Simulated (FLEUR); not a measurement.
Here is a FLEUR MaX-R8.1 (later development tree) calculation.

The input inp.xml:

```xml
<?xml version="1.0" encoding="UTF-8" standalone="no"?>
<fleurInput fleurInputVersion="0.39">
   <comment>
      InAs                                                                                                
   </comment>
   <calculationSetup>
      <cutoffs Kmax="4.41" Gmax="13.7" GmaxXC="13.7" numbands="0"/>
      <scfLoop itmax="60" minDistance="0.00001" maxIterBroyd="15" imix="Anderson" alpha="0.05" precondParam="0.0" spinf="2.0" sdNocoIR="T"/>
      <coreElectrons ctail="T" frcor="F" kcrel="0" coretail_lmax="0"/>
      <xcFunctional name="wc" relativisticCorrections="F"/>
      <magnetism jspins="1"/>
      <soc l_soc="F" theta="0.0" phi="0.0" spav="F"/>
      <expertModes spex="0" secvar="F"/>
      <geometryOptimization l_f="F" forcealpha="1.0" forcemix="BFGS" epsdisp="0.00001" epsforce="0.00001"/>
      <ldaU l_linMix="F" mixParam="0.05" spinf="1.0"/>
   </calculationSetup>
   <cell>
      <bzIntegration valenceElectrons="42.0" mode="hist" fermiSmearingEnergy="0.00183747">
         <kPointListSelection listName="default-1"/>
         <!-- k-points included here -->
         <xi:include xmlns:xi="http://www.w3.org/2001/XInclude" href="kpts.xml"> </xi:include>
      </bzIntegration>
      <!-- symmetry operations included here -->
      <xi:include xmlns:xi="http://www.w3.org/2001/XInclude" href="sym.xml"> </xi:include>
      <bulkLattice scale="1.0">
         <bravaisMatrix>
            <row-1>    0.0000000000000000     5.7031934440427996     5.7031934440427996</row-1>
            <row-2>    5.7031934440427996     0.0000000000000000     5.7031934440427996</row-2>
            <row-3>    5.7031934440427996     5.7031934440427996     0.0000000000000000</row-3>
         </bravaisMatrix>
      </bulkLattice>
   </cell>
   <atomSpecies>
      <species name="Indium (In)" element="In" atomicNumber="49">
         <mtSphere radius="2.35" gridPoints="777" logIncrement="0.017"/>
         <atomicCutoffs lmax="9" lnonsphr="7"/>
         <electronConfig flipSpins="F">
            <coreConfig>(1s1/2) (2s1/2) (2p1/2) (2p3/2) (3s1/2) (3p1/2) (3p3/2) (3d3/2) (3d5/2)</coreConfig>
            <valenceConfig>(4s1/2) (4p1/2) (4p3/2) (5s1/2) (4d3/2) (4d5/2) (5p1/2) (5p3/2)</valenceConfig>
            <stateOccupation state="(5p1/2)" spinUp="0.166667" spinDown="0.166667"/>
            <stateOccupation state="(5p3/2)" spinUp="0.333333" spinDown="0.333333"/>
         </electronConfig>
         <energyParameters s="5" p="5" d="4" f="4"/>
         <lo type="SCLO" l="0" n="4" eDeriv="0"/>
         <lo type="SCLO" l="1" n="4" eDeriv="0"/>
         <lo type="SCLO" l="1" n="4" eDeriv="1"/>
         <lo type="SCLO" l="2" n="4" eDeriv="2"/>
         <lo type="SCLO" l="3" n="4" eDeriv="2"/>
      </species>
      <species name="Arsenic (As)" element="As" atomicNumber="33">
         <mtSphere radius="2.22" gridPoints="735" logIncrement="0.017"/>
         <atomicCutoffs lmax="9" lnonsphr="7"/>
         <electronConfig flipSpins="F">
            <coreConfig>(1s1/2) (2s1/2) (2p1/2) (2p3/2) (3s1/2)</coreConfig>
            <valenceConfig>(3p1/2) (3p3/2) (4s1/2) (3d3/2) (3d5/2) (4p1/2) (4p3/2)</valenceConfig>
            <stateOccupation state="(4p1/2)" spinUp="0.500000" spinDown="0.500000"/>
            <stateOccupation state="(4p3/2)" spinUp="1.000000" spinDown="1.000000"/>
         </electronConfig>
         <energyParameters s="4" p="4" d="3" f="4"/>
         <lo type="SCLO" l="1" n="3" eDeriv="0"/>
         <lo type="SCLO" l="1" n="3" eDeriv="1"/>
         <lo type="HELO" l="2" n="4" eDeriv="0"/>
         <lo type="HELO" l="2" n="4" eDeriv="1"/>
         <lo type="SCLO" l="0" n="4" eDeriv="2"/>
         <lo type="SCLO" l="3" n="4" eDeriv="2"/>
      </species>
   </atomSpecies>
   <atomGroups>
      <atomGroup species="Indium (In)">
         <relPos label="                   1">.0000000000 .0000000000 .0000000000</relPos>
         <force calculate="T" relaxXYZ="TTT"/>
      </atomGroup>
      <atomGroup species="Arsenic (As)">
         <relPos label="                   2">-1.000/4.000 -1.000/4.000 -1.000/4.000</relPos>
         <force calculate="T" relaxXYZ="TTT"/>
      </atomGroup>
   </atomGroups>
   <output dos="F" band="F" slice="F">
      <checks vchk="F" cdinf="F"/>
      <bandDOS minEnergy="-.5*Htr" maxEnergy="0.5*Htr" sigma="0.015" storeEVData="T"/>
      <vacuumDOS vacdos="F" integ="F" star="F" nstars="0" locx1="0.0" locy1="0.0" locx2="0.0" locy2="0.0" nstm="0" tworkf="0.0"/>
      <unfoldingBand unfoldBand="F" supercellX="1" supercellY="1" supercellZ="1"/>
      <plotting iplot="0" polar="F">
         <plot TwoD="T" vec1="  1.0  0.0  0.0" vec2="  0.0  1.0  0.0" vec3="  0.0  0.0  1.0" zero="  0.0  0.0  0.0" file="plot"/>
      </plotting>
      <chargeDensitySlicing numkpt="0" minEigenval="0.0" maxEigenval="0.0" nnne="0" pallst="F"/>
      <specialOutput eonly="F"/>
      <moessbauerParams electricFieldGradient="T" isomerShift="T" coreHyperfine="T" valenceHyperfine="T"/>
      <magneticCircularDichroism mcd="F" energyLo="-10.0" energyUp="0.0"/>
   </output>
  <!-- We include the file relax.xml here to enable relaxations (see documentation) -->
  <xi:include xmlns:xi="http://www.w3.org/2001/XInclude" href="relax.xml"> <xi:fallback/> </xi:include>
</fleurInput>
```

crystal.txt

```
InAs
&input cartesian=F /
0.0000000000  3.0180000000  3.0180000000
3.0180000000  0.0000000000  3.0180000000
3.0180000000  3.0180000000  0.0000000000
1.8897261246
1.0 1.0 1.0

2
49 0.0000000000  0.0000000000  0.0000000000
33 0.7500000000  0.7500000000  0.7500000000

&kpt div1=8 div2=8 div3=8 gamma=T /
```

inp.xml (bands)

```
<?xml version="1.0" encoding="UTF-8" standalone="no"?>
<fleurInput fleurInputVersion="0.39">
   <comment>
      InAs                                                                                                
   </comment>
   <calculationSetup>
      <cutoffs Kmax="4.41" Gmax="13.7" GmaxXC="13.7" numbands="0"/>
      <scfLoop itmax="60" minDistance="0.00001" maxIterBroyd="15" imix="Anderson" alpha="0.05" precondParam="0.0" spinf="2.0" sdNocoIR="T"/>
      <coreElectrons ctail="T" frcor="F" kcrel="0" coretail_lmax="0"/>
      <xcFunctional name="wc" relativisticCorrections="F"/>
      <magnetism jspins="1"/>
      <soc l_soc="F" theta="0.0" phi="0.0" spav="F"/>
      <expertModes spex="0" secvar="F"/>
      <geometryOptimization l_f="F" forcealpha="1.0" forcemix="BFGS" epsdisp="0.00001" epsforce="0.00001"/>
      <ldaU l_linMix="F" mixParam="0.05" spinf="1.0"/>
   </calculationSetup>
   <cell>
      <bzIntegration valenceElectrons="42.0" mode="hist" fermiSmearingEnergy="0.00183747">
         <kPointListSelection listName="path-1"/>
         <!-- k-points included here -->
         <xi:include xmlns:xi="http://www.w3.org/2001/XInclude" href="kpts.xml"> </xi:include>
      </bzIntegration>
      <!-- symmetry operations included here -->
      <xi:include xmlns:xi="http://www.w3.org/2001/XInclude" href="sym.xml"> </xi:include>
      <bulkLattice scale="1.0">
         <bravaisMatrix>
            <row-1>    0.0000000000000000     5.7031934440427996     5.7031934440427996</row-1>
            <row-2>    5.7031934440427996     0.0000000000000000     5.7031934440427996</row-2>
            <row-3>    5.7031934440427996     5.7031934440427996     0.0000000000000000</row-3>
         </bravaisMatrix>
      </bulkLattice>
   </cell>
   <atomSpecies>
      <species name="Indium (In)" element="In" atomicNumber="49">
         <mtSphere radius="2.35" gridPoints="777" logIncrement="0.017"/>
         <atomicCutoffs lmax="9" lnonsphr="7"/>
         <electronConfig flipSpins="F">
            <coreConfig>(1s1/2) (2s1/2) (2p1/2) (2p3/2) (3s1/2) (3p1/2) (3p3/2) (3d3/2) (3d5/2)</coreConfig>
            <valenceConfig>(4s1/2) (4p1/2) (4p3/2) (5s1/2) (4d3/2) (4d5/2) (5p1/2) (5p3/2)</valenceConfig>
            <stateOccupation state="(5p1/2)" spinUp="0.166667" spinDown="0.166667"/>
            <stateOccupation state="(5p3/2)" spinUp="0.333333" spinDown="0.333333"/>
         </electronConfig>
         <energyParameters s="5" p="5" d="4" f="4"/>
         <lo type="SCLO" l="0" n="4" eDeriv="0"/>
         <lo type="SCLO" l="1" n="4" eDeriv="0"/>
         <lo type="SCLO" l="1" n="4" eDeriv="1"/>
         <lo type="SCLO" l="2" n="4" eDeriv="2"/>
         <lo type="SCLO" l="3" n="4" eDeriv="2"/>
      </species>
      <species name="Arsenic (As)" element="As" atomicNumber="33">
         <mtSphere radius="2.22" gridPoints="735" logIncrement="0.017"/>
         <atomicCutoffs lmax="9" lnonsphr="7"/>
         <electronConfig flipSpins="F">
            <coreConfig>(1s1/2) (2s1/2) (2p1/2) (2p3/2) (3s1/2)</coreConfig>
            <valenceConfig>(3p1/2) (3p3/2) (4s1/2) (3d3/2) (3d5/2) (4p1/2) (4p3/2)</valenceConfig>
            <stateOccupation state="(4p1/2)" spinUp="0.500000" spinDown="0.500000"/>
            <stateOccupation state="(4p3/2)" spinUp="1.000000" spinDown="1.000000"/>
         </electronConfig>
         <energyParameters s="4" p="4" d="3" f="4"/>
         <lo type="SCLO" l="1" n="3" eDeriv="0"/>
         <lo type="SCLO" l="1" n="3" eDeriv="1"/>
         <lo type="HELO" l="2" n="4" eDeriv="0"/>
         <lo type="HELO" l="2" n="4" eDeriv="1"/>
         <lo type="SCLO" l="0" n="4" eDeriv="2"/>
         <lo type="SCLO" l="3" n="4" eDeriv="2"/>
      </species>
   </atomSpecies>
   <atomGroups>
      <atomGroup species="Indium (In)">
         <relPos label="                   1">.0000000000 .0000000000 .0000000000</relPos>
         <force calculate="T" relaxXYZ="TTT"/>
      </atomGroup>
      <atomGroup species="Arsenic (As)">
         <relPos label="                   2">-1.000/4.000 -1.000/4.000 -1.000/4.000</relPos>
         <force calculate="T" relaxXYZ="TTT"/>
      </atomGroup>
   </atomGroups>
   <output dos="F" band="T" slice="F">
      <checks vchk="F" cdinf="F"/>
      <bandDOS minEnergy="-.5*Htr" maxEnergy="0.5*Htr" sigma="0.015" storeEVData="T"/>
      <vacuumDOS vacdos="F" integ="F" star="F" nstars="0" locx1="0.0" locy1="0.0" locx2="0.0" locy2="0.0" nstm="0" tworkf="0.0"/>
      <unfoldingBand unfoldBand="F" supercellX="1" supercellY="1" supercellZ="1"/>
      <plotting iplot="0" polar="F">
         <plot TwoD="T" vec1="  1.0  0.0  0.0" vec2="  0.0  1.0  0.0" vec3="  0.0  0.0  1.0" zero="  0.0  0.0  0.0" file="plot"/>
      </plotting>
      <chargeDensitySlicing numkpt="0" minEigenval="0.0" maxEigenval="0.0" nnne="0" pallst="F"/>
      <specialOutput eonly="F"/>
      <moessbauerParams electricFieldGradient="T" isomerShift="T" coreHyperfine="T" valenceHyperfine="T"/>
      <magneticCircularDichroism mcd="F" energyLo="-10.0" energyUp="0.0"/>
   </output>
  <!-- We include the file relax.xml here to enable relaxations (see documentation) -->
  <xi:include xmlns:xi="http://www.w3.org/2001/XInclude" href="relax.xml"> <xi:fallback/> </xi:include>
</fleurInput>
```

Potentials or basis: all-electron, FLAPW.

Run with:

```bash
$ inpgen -f crystal.txt -profile fastHighL
$ # inp.xml edited to the form shown
$ fleur_MPI
$ fleur_MPI   # second run, on inp.xml (bands)
```

Estimate the band gap along the path.

none (metal or under the smearing width).

Levels at the corners of the path, in eV from the Fermi level:
```
point  band 17  band 18  band 19  band 20  band 21  band 22  band 23  band 24  band 25  band 26
    Γ   -14.27   -11.99    -0.35    -0.05    -0.05    -0.05     3.82     3.82     3.82     7.28
    X   -14.25    -9.95    -5.95    -2.40    -2.40     1.37     1.93     9.03     9.20     9.20
    W   -14.26    -9.89    -5.80    -3.05    -2.98     4.15     4.15     4.88     5.93     9.72
    K   -14.26    -9.96    -5.81    -3.38    -2.02     1.96     4.17     7.19     7.34     7.65
    Γ   -14.27   -11.99    -0.35    -0.05    -0.05    -0.05     3.82     3.82     3.82     7.28
    L   -14.26   -10.49    -5.89    -1.05    -1.05     0.82     4.59     4.59     6.65     8.86
    U   -14.26    -9.96    -5.81    -3.38    -2.02     1.96     4.17     7.19     7.34     7.65
    W   -14.26    -9.89    -5.80    -3.05    -2.98     4.15     4.15     4.88     5.93     9.72
    L   -14.26   -10.49    -5.89    -1.05    -1.05     0.82     4.59     4.59     6.65     8.86
    K   -14.26    -9.96    -5.81    -3.38    -2.02     1.96     4.17     7.19     7.34     7.65
    U   -14.26    -9.96    -5.81    -3.38    -2.02     1.96     4.17     7.19     7.34     7.65
    X   -14.25    -9.95    -5.95    -2.40    -2.40     1.37     1.93     9.03     9.20     9.20
```

Caveat: spin-orbit coupling is left out, which moves the levels of the heavy elements; this crystal is a semiconductor, whose small gap the functional closes, so the metal is an error of the method.

**Measured values to compare with.**

A printed reference work, data compilation reports, for a bulk crystal of InAs at 4.2 K: band gap 0.418 eV (direct).

A measured gap of InAs is 0.418 eV (direct; 4.2 K; a printed reference work, data compilation); the calculated 0.00 eV misses it by -0.42 eV. Spin-orbit coupling on As, In is left out. The value is that of Wu-Cohen GGA, without temperature or zero-point motion.
